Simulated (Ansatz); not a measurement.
A crystal relaxed with r2SCAN in the plane-wave code Ansatz has space group F-43m (No. 216) and a = 5.665 Å.

```json
{"atom": "Zn", "site": "4a", "x": "0.0000", "y": "0.0000", "z": "0.0000"}
{"atom": "Xx", "site": "4d", "x": "0.2500", "y": "0.2500", "z": "0.7500"}
```

r2SCAN gives a direct gap of 1.87 eV at Γ. With HSE06 the gap is 2.42 eV and direct, at Γ. With PBE the gap is 1.29 eV and direct, at Γ. Meshes: r2SCAN 8×8×8, HSE06 6×6×6, PBE 8×8×8. r2SCAN's ε∞ is 6.4 in all directions.

Q: Which element is Xx?
A. Te
B. Se
C. O
D. S

A: B. Xx is Se: ZnSe (zincblende). Around Zn lie 4 Se at 2.45 Å; around Se lie 4 Zn at 2.45 Å.

No spin polarisation and no zero-point or thermal motion.

The runs are scalar-relativistic, without spin-orbit coupling.

The meshes of the hybrids are coarse, so their gaps aren't converged to the digits shown.
